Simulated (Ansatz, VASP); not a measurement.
# Two plane-wave programs on La

INCAR

```
PREC     = Accurate       # precision mode
ENCUT    = 600            # plane-wave cutoff, eV
EDIFF    = 1E-6           # SCF threshold, eV
ISMEAR   = -1             # smearing method
SIGMA    = 0.1            # smearing width, eV
LREAL    = False          # projectors in reciprocal space
LASPH    = True           # aspherical terms in the spheres
NELM     = 60             # most SCF steps
ALGO     = Normal         # electronic algorithm
ISIF     = 3              # what is computed and relaxed
LWAVE    = False          # write WAVECAR
LCHARG   = False          # write CHGCAR
GGA      = CA             # functional
IBRION   = 2              # ionic algorithm
NSW      = 80             # ionic steps
EDIFFG   = -0.01          # ionic threshold
```

Contents of KPOINTS:

```
regular mesh
0
Gamma
  10 10 5
```

File POSCAR:

```
La
1.0
    3.7542362609      0.0000000000      0.0000000000
   -1.8771181304      3.2512639737      0.0000000000
    0.0000000000      0.0000000000      6.1306678140
La
2
Direct
    0.3333333333      0.6666666667      0.2500000000
    0.6666666667      0.3333333333      0.7500000000
```

Input for Ansatz:

```yaml
crystal:
  lattice:
    - [3.7542362609, 0.0, 0.0]
    - [-1.8771181304, 3.2512639737, 0.0]
    - [0.0, 0.0, 6.130667814]
  atoms:
    - { symbol: La, position: [0.3333333333, 0.6666666667, 0.25] }
    - { symbol: La, position: [0.6666666667, 0.3333333333, 0.75] }
hamiltonian:
  xc: lda
  pseudopotentials:
    kind: paw
    azcp:
      La: "pseudopotentials/La.paw.azcp"
basis:
  ecutwfc: 420
  fft_grid_basis: typed
kpoints:
  mp_grid: { grid: [10, 10, 5], shift: [0, 0, 0] }
magnetization:
  spin_polarized: false
scf:
  occupations: { method: fermi_dirac, width: 0.1 }
relax:
  max_steps: 60
  f_tol: 0.01
  cell: {}
```

The cell was built by a generator and needn't be a form met in nature.

Alike in both runs: task relaxation of cell and atoms; functional LDA; k mesh 10 × 10 × 5; occupations fermi-dirac, width 0.1 eV; no spin polarisation.

|  | VASP | Ansatz |
| --- | --- | --- |
| version | VASP 6.6.1 | Ansatz 0.2.0 |
| potentials or method | VASP PAW LDA potentials, release 64 (La) | plane waves (420 eV) with PAW, scalar-relativistic |
| plane-wave cutoff (eV) | 600 | 420 |
| valence electrons in the cell | 22 | 22 |

```csv
,VASP,Ansatz,Ansatz less VASP
relaxed volume (Å³/atom),32.65,32.81,+0.159
relaxed cell length with the largest relative difference (Å),3.573,3.579,+0.0064
energy change over the relaxation (meV/atom),-50,-48,+1.8
```

Ansatz warned: «pseudo_functional_mismatch».

The runs have no spin-orbit coupling, so splittings on La are missing.
